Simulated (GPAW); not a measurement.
The system is ZrC.

```
Zr C
1.0
     0.00000    2.36500    2.36500
     2.36500    0.00000    2.36500
     2.36500    2.36500    0.00000
Zr C
1 1
Cartesian
  2.3650 2.3650 2.3650
  0.0000 0.0000 0.0000
```

```yaml
Program: GPAW 26.7.0
Task: relaxation of cell and atoms
Functional: PBEsol
Dispersion: D4
Potentials_or_basis: PAW data sets generated in the run's folder for this functional
Cutoff: 800 eV
Basis: pw
k_mesh: 10 × 10 × 10
Occupations: fermi-dirac, width 0.05 eV
Spin: no spin polarisation
```

At the start: pressure -11.1 GPa; volume 13.23 Å³/atom.

How do energy, volume and symmetry change on relaxing?

Over 4 steps the energy falls by 23.2 meV/atom and the volume is 12.57 Å³/atom (-5.0 %); space group Fm-3m (No. 225, to 0.05 Å).

The path:
```csv
step,energy change (eV),largest force (eV/Å),pressure (GPa),volume (Å³)
1,0.0000,0.0000,-11.12,26.46
2,-0.0289,0.0000,-7.13,25.94
3,-0.0464,0.0000,0.42,25.09
4,-0.0465,0.0000,-0.01,25.13
```

Final structure:
```
Zr C
1.0
     0.00000    2.32494    2.32494
     2.32494    0.00000    2.32494
     2.32494    2.32494    0.00000
Zr C
1 1
Direct
  0.50000 0.50000 0.50000
  0.00000 0.00000 0.00000
```

Caveat: later steps reuse the first step's grids; pairwise dispersion overbinds metals, which lowers pressure and volume.
